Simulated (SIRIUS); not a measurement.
Write the native input for SIRIUS 7.10.0 that does the following.

| Property | Result |
| --- | --- |
| Task | single point |
| Functional | PBE |
| Potentials or basis | PseudoDojo 0.4.1 PBE standard (scalar relativistic) |
| Cutoff | 937 eV |
| Density cutoff | 3749 eV |
| k mesh | 8 × 8 × 8 |
| Occupations | fermi-dirac, width 0.05 eV |
| Spin | no spin polarisation |
| Libxc names | ["XC_GGA_X_PBE", "XC_GGA_C_PBE"] |
| Energy tol | 1e-08 Ha |
| Density tol | 1e-06 |
| Mixer | anderson |
| Mixing beta | 0.7 |
| Max scf | 100 |

Sr:

```
Sr
1.0
    -2.43500    2.43500    2.43500
     2.43500   -2.43500    2.43500
     2.43500    2.43500   -2.43500
Sr
1
Direct
  0.00000 0.00000 0.00000
```

This isn't the form of Sr at room conditions, which is fcc.

One way to write it, as run:

sirius.json

```json
{
  "control": {
    "processing_unit": "cpu",
    "verbosity": 2,
    "num_bands_to_print": 11,
    "print_forces": true,
    "print_stress": true
  },
  "parameters": {
    "electronic_structure_method": "pseudopotential",
    "xc_functionals": ["XC_GGA_X_PBE", "XC_GGA_C_PBE"],
    "gk_cutoff": 8.3,
    "pw_cutoff": 16.6,
    "ngridk": [8, 8, 8],
    "shiftk": [0, 0, 0],
    "smearing": "fermi_dirac",
    "smearing_width": 0.0018374661,
    "num_bands": 11,
    "num_mag_dims": 0,
    "num_dft_iter": 100,
    "energy_tol": 1e-08,
    "density_tol": 1e-06
  },
  "iterative_solver": {
    "type": "davidson",
    "min_tolerance": 1e-10
  },
  "mixer": {
    "type": "anderson",
    "beta": 0.7,
    "max_history": 8
  },
  "settings": {
    "tol_ne": 1e-10
  },
  "unit_cell": {
    "lattice_vectors": [
      [-4.601483113464, 4.601483113464, 4.601483113464],
      [4.601483113464, -4.601483113464, 4.601483113464],
      [4.601483113464, 4.601483113464, -4.601483113464]
    ],
    "atom_coordinate_units": "lattice",
    "atom_types": ["Sr"],
    "atom_files": {
      "Sr": "Sr.json"
    },
    "atoms": {
      "Sr": [
        [0.0, 0.0, 0.0]
      ]
    }
  }
}
```

Potentials or basis: PseudoDojo 0.4.1 PBE standard (scalar relativistic).

Run with:

```sh
$ upf_to_json Sr.upf
$ OMP_NUM_THREADS=1 sirius.scf --input=sirius.json --output=out.json --task=0
```

Results of the run:

```
Pressure               : -0.7 GPa
Band gap on the k mesh : none (metal or under the smearing width)
```

Caveat: the cell was measured hot, at 901 K.

It took 32 s on 1 thread of Arm Neoverse V1, with other jobs on the host, peak memory 0.31 GiB.
